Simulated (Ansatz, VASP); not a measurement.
# KBr in VASP and in Ansatz

INCAR

```
SYSTEM = KBr
ALGO = Normal ; EDIFF = 1E-6
ENCUT = 520 ; GGA = CA
ISIF = 2 ; ISMEAR = 0
LASPH = .True. ; LCHARG = .True.
LELF = .True. ; LREAL = .False.
LVHAR = .True. ; LWAVE = .False.
NBANDS = 15 ; NELM = 80
PREC = Accurate ; SIGMA = 0.05
```

The input KPOINTS:

```
k-points
0
Gamma
  6 6 6
  0 0 0
```

File POSCAR:

```
KBr
1.0
    0.0000000000      3.3912750000      3.3418875000
    3.3912750000      0.0000000000      3.3418875000
    3.3912750000      3.3912750000      0.0000000000
K Br
1 1
Direct
    0.0000000000      0.0000000000      0.0000000000
    0.5000000000      0.5000000000      0.5000000000
```

Input for Ansatz:

```yaml
crystal:
  lattice:
    - [0.0, 3.391275, 3.3418875]
    - [3.391275, 0.0, 3.3418875]
    - [3.391275, 3.391275, 0.0]
  atoms:
    - { symbol: K, position: [0.0, 0.0, 0.0] }
    - { symbol: Br, position: [0.5, 0.5, 0.5] }
basis:
  ecutwfc: 420
kpoints:
  mp_grid: { grid: [6, 6, 6] }
hamiltonian:
  xc: lda
scf:
  occupations: { method: gaussian, width: 0.05 }
output:
  forces: true
  stress: true
  eigenvalues: true
```

Change from the starting cell: strain +0.030 along x and y, +0.015 along z, atoms carried along.

Alike in both runs: task single point; functional LDA; k mesh 6 × 6 × 6; occupations gaussian, width 0.05 eV; no spin polarisation.

|  | VASP | Ansatz |
| --- | --- | --- |
| version | VASP 6.6.1 | Ansatz 0.2.0 |
| potentials or method | VASP PAW LDA potentials, release 64 (K_sv, Br) | scalar-relativistic, plane waves, PAW |
| plane-wave cutoff (eV) | 520 | 420 |
| valence electrons in the cell | 16 | 16 |

|  | VASP | Ansatz | Ansatz less VASP |
| --- | --- | --- | --- |
| gap on the k mesh at the Fermi level (eV) | 3.87 | 3.87 | -0.008 |
| least direct gap on the mesh (eV) | 3.87 | 3.87 | -0.008 |
| pressure (GPa) | -2.2 | -2.3 | -0.02 |
| largest component of the traceless stress (GPa) | 0.16 | 0.15 | -0.005 |
